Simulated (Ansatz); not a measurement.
Bi2Se3 (Paraguanajuatite):

```
Bi Se
1.0
     2.07150    1.19598    9.54533
    -2.07150    1.19598    9.54533
     0.00000   -2.39196    9.54533
Bi Se
2 3
Direct
  0.59920 0.59920 0.59920
  0.40080 0.40080 0.40080
  0.78830 0.78830 0.78830
  0.21170 0.21170 0.21170
  0.00000 0.00000 0.00000
```

Base run:

| Item | Value |
| --- | --- |
| Program | Ansatz 0.2.0 |
| Functional | BLYP |
| Potentials or basis | all-electron LAPW, scalar-relativistic |
| Cutoff | 208 eV |
| Density cutoff | 830 eV |
| Basis error allowed | 0.002 eV/atom |
| k mesh | 8 × 8 × 8 |
| Occupations | fermi-dirac, width 0.05 eV |
| Spin | no spin polarisation |

Its results: band gap on the k mesh 0.27 eV, direct; pressure 6.3 GPa; largest force 0.306 eV/Å.

**Question.** The run is repeated on the same cell with these changes: functional from BLYP to RPBE. What comes out?

**Answer.** Band gap on the k mesh 0.29 eV, direct; pressure 4.2 GPa; largest force 0.161 eV/Å.

Caveats: spin-orbit coupling is left out, which as a rule narrows the gap of such compounds by several tenths of an eV.

Not every run made on this cell is shown here.
